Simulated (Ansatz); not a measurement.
Se:

```
Se
1.0
     4.36620    0.00000    0.00000
    -2.18310    3.78124    0.00000
     0.00000    0.00000    4.95360
Se
3
Direct
  0.77460 0.77460 0.00000
  0.00000 0.22540 0.66667
  0.22540 0.00000 0.33333
```

* Program: Ansatz 0.2.0
* Task: relaxation of cell and atoms
* Functional: PBEsol
* Dispersion: D3(BJ)
* Potentials or basis: Ansatz PAW
* Cutoff: 420 eV (not typed: the program's choice for these potentials)
* k mesh: 7 × 7 × 6
* Occupations: fermi-dirac, width 0.05 eV
* Spin: no spin polarisation

At the start: volume 27.26 Å³/atom.

Where does the relaxation end?

It ends after 7 steps and the volume is 22.39 Å³/atom (-17.9 %); space group P3_121 (No. 152, to 0.05 Å).

The path:
| step | energy change (eV) | largest force (eV/Å) | volume (Å³) |
| --- | --- | --- | --- |
| 1 | 0.0000 | 0.2813 | 81.78 |
| 2 | -0.1222 | 0.3136 | 72.78 |
| 3 | -0.1975 | 0.1590 | 67.30 |
| 4 | -0.2118 | 0.0018 | 65.75 |
| 5 | -0.2158 | 0.0017 | 67.33 |
| 6 | -0.2158 | 0.0002 | 67.17 |
| 7 | -0.2148 | 0.0000 | 67.17 |

Final structure:
```cif
data_structure
_symmetry_space_group_name_H-M 'P 1'
_symmetry_Int_Tables_number 1
_cell_length_a 3.8840
_cell_length_b 3.8840
_cell_length_c 5.1415
_cell_angle_alpha 90.000
_cell_angle_beta 90.000
_cell_angle_gamma 120.000
_cell_volume 67.17
loop_
_atom_site_label
_atom_site_type_symbol
_atom_site_fract_x
_atom_site_fract_y
_atom_site_fract_z
_atom_site_occupancy
Se1 Se 0.73896 0.73896 0.00000 1
Se2 Se 0.00000 0.26104 0.66667 1
Se3 Se 0.26104 0.00000 0.33333 1
```

Caveat: the volume moved by over 15 % at a fixed basis, so the end points are rough; the plane-wave basis is chosen anew once the cell has moved, so the energies of steps on either side of that aren't comparable; the PAW data sets come from PBE, with cores solved anew for the run's functional, which leaves a small shift of forces and pressure.
